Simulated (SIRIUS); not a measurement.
Runs of SIRIUS 7.10.0 on WC. Symmetry: Fm-3m, No. 225, cubic system. The conventional cell has a = 4.385 Å, b = 4.385 Å, c = 4.385 Å, α = 90.00°, β = 90.00°, γ = 90.00°. W (site symmetry m-3m) is surrounded by 6 C at 2.19 Å. C (site symmetry m-3m) has 6 W at 2.19 Å as nearest neighbours. Measurements of this composition are mostly on another form, of space group No. 187.

```csv
task,level,potentials or basis,cell,energy tol,density tol,mixer,mixing beta,max scf,gap on the mesh (eV),pressure (GPa),V0 of scaled cells (Å³/atom),B0 (GPa),largest force (eV/Å)
single point,PBEsol,PseudoDojo 0.4.1 PBEsol standard (scalar relativistic),as given,1e-08 Ha,1e-06,anderson,0.7,100,none,-9.9,-,-,-
single point,PBEsol,PseudoDojo 0.4.1 PBEsol standard (scalar relativistic),"atoms moved at random, drawn with an rms of 0.05 Å",1e-08 Ha,1e-06,anderson,0.7,100,none,-7.9,-,-,0.71
equation of state,PBEsol,PseudoDojo 0.4.1 PBEsol standard (scalar relativistic),as given,-,-,-,-,-,-,-,(b),389,-
single point,PBE,PseudoDojo 0.4.1 PBE standard (scalar relativistic),"atoms moved at random, drawn with an rms of 0.05 Å",1e-08 Ha,1e-06,anderson,0.7,100,none,0.6,-,-,0.73
equation of state,PBE,PseudoDojo 0.4.1 PBE standard (scalar relativistic),as given,-,-,-,-,-,-,-,(a),365,-
single point,PBE,PseudoDojo 0.4.1 PBE standard (scalar relativistic),as given,1e-08 Ha,1e-06,anderson,0.7,100,none,-1.3,-,-,-
```

Alike in all rows: no spin polarisation; k mesh 10 × 10 × 10; cutoff (eV) 1127; smearing fermi-dirac 0.05 eV.

**Question.** Estimate the missing entries.

**Answer.** (a) 10.51; (b) 10.27.

A k mesh can miss the band edges, and the runs leave out spin-orbit coupling on W.

A gap of «none» marks a metal or a gap under the smearing width.

The runs were made with more than one version of the program.
